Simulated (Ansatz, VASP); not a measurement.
# Ag in VASP and in Ansatz

```
Ag
1.0
    -1.65565    1.65565    1.65565
     1.65565   -1.65565    1.65565
     1.65565    1.65565   -1.65565
Ag
1
Direct
  0.00000 0.00000 0.00000
```

This isn't the form of Ag at room conditions, which is fcc.

Alike in both runs: task single point; functional PBEsol; k mesh 14 × 14 × 14; occupations gaussian, width 0.05 eV; no spin polarisation.

|  | VASP | Ansatz |
| --- | --- | --- |
| version | VASP 6.6.1 | Ansatz 0.2.0 |
| potentials or method | VASP PAW PBE potentials, release 64 (Ag) | scalar-relativistic, plane waves, PAW |
| plane-wave cutoff (eV) | 520 | 420 |
| valence electrons in the cell | 11 | 19 |

|  | VASP | Ansatz | Ansatz less VASP |
| --- | --- | --- | --- |
| gap on the k mesh at the Fermi level (eV) | none | none | - |
| pressure (GPa) | -7.0 | -6.9 | +0.06 |

A gap of «none» marks a metal or a gap that the smearing closes. The two sets of potentials don't hold the same shells in valence.

Caveats: the PAW data sets were made with another functional, which shifts forces and pressure a little (VASP).
